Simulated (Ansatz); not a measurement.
P: moving P off its site

P, Pm-3m, a = 2.391 Å. This isn't the element's structure at ambient conditions. Ansatz: PBEsol+D3(BJ), PAW, 420 eV, Γ-centred 12×12×12 mesh on 8 atoms, Gaussian smearing 0.15 eV; no spin polarisation.

```
P
1.0
     0.00000   -4.78096    0.00000
    -4.78096    0.00000    0.00000
     0.00000    0.00000   -4.78130
P
8
Cartesian
  -2.3905 -2.3905 -2.3906
  -2.3905 -2.3905 0.0000
  -2.3905 0.0000 -2.3906
  -2.3905 0.0000 0.0000
  0.0000 -2.3905 -2.3906
  0.0000 -2.3905 0.0000
  0.0000 0.0000 -2.3906
  0.0000 0.0000 0.0000
```

Atom 1 (P) moves by x along the unit vector (0.000, 1.000, 0.000), with its periodic images; all else is held. y is the free energy of the cell over the start, F the force along the path summed over the moved atoms. Symmetry makes y even in x.

```
 x (Å) y (meV) F (eV/Å)
-0.200    104.1      1.22
-0.100     22.7      0.47
 0.000      0.0      0.00
 0.050      5.6     -0.22
 0.125     36.4     -0.62
 0.150     54.0     -0.80
 0.175        ?         ?
```

**Question.** Fit y = c2 x² + c4 x⁴ to the energies of the other rows, give the force constant, and predict energy and force of the missing row.

**Answer.** Least squares on the rows shown. y = 2152 x² + 11250 x⁴. The force constant is 2 c2 = 4.30 eV/Å² (for all images moving together, not for a lone atom). The force −dy/dx at the missing row is -0.99 eV/Å (computed -1.00). At x = 0.175 the fit asked for gives 76.5 meV. The run gave 76.4 meV, so the fit is 0.1 meV too high, within twice the rms miss on the fitted rows (0.09 meV).

Cost: 7 runs of about 5.4 core-minutes in all, on Intel Xeon Platinum 8488C (Sapphire Rapids) (shared hosts).